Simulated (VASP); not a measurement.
Input of a VASP 6.6.1 run:

File POSCAR:

```
P
1.0
    1.6661691682      0.9619634174      3.0216728172
   -1.6661691682      0.9619634174      3.0216728172
    0.0000000000     -1.9239268347      3.0216728172
P
2
Direct
    0.2270800000      0.2270800000      0.2270800000
    0.7729200000      0.7729200000      0.7729200000
```

INCAR.step1

```
SYSTEM = P
ALGO = Normal
EDIFF = 1E-4
ENCUT = 520
GGA = PE
ISMEAR = -1
LASPH = .TRUE.
LCHARG = .FALSE.
LREAL = .FALSE.
LWAVE = .TRUE.
NBANDS = 12
NELM = 100
PREC = Accurate
SIGMA = 0.05
```

INCAR.step2

```
SYSTEM = P
ALGO = Normal
EDIFF = 1E-6
ENCUT = 520
ISIF = 2
ISMEAR = -1
ISTART = 1
IVDW = 13
LASPH = .TRUE.
LCHARG = .TRUE.
LELF = .TRUE.
LMIXTAU = .TRUE.
LREAL = .FALSE.
LVHAR = .TRUE.
LWAVE = .FALSE.
METAGGA = R2SCAN
NBANDS = 12
NELM = 100
PREC = Accurate
SIGMA = 0.05
VDW_A1 = 0.51559235
VDW_A2 = 5.77342911
VDW_S6 = 1.0
VDW_S8 = 0.6018749
```

The input KPOINTS:

```
k-points
0
G
  6 6 6
  0 0 0
```

Potentials or basis: VASP PAW PBE potentials, release 64 (P).

Command:

```sh
$ cat potpaw_PBE.64/P/POTCAR > POTCAR
$ cp INCAR.step1 INCAR
$ mpirun -np 1 vasp_std > vasp.out
$ cp INCAR.step2 INCAR
$ mpirun -np 1 vasp_std > vasp.out
```

Task: Estimate the pressure.

Result: 9.7 GPa.

Task: Predict the dispersion energy per atom.

Result: -0.186 eV.

Task: What does it give for the largest force?

Result: 0.411 eV/Å.

Stress tensor (GPa, compression positive):
```
11.25  0.00  0.00
 0.00 11.25  0.00
 0.00  0.00  6.71
```

Caveat: the k mesh is coarse (spacing up to 0.38 Å⁻¹), so the values aren't converged; the PAW data sets were made with another functional, which shifts forces and pressure a little; pairwise dispersion overbinds metals, which lowers pressure and volume.
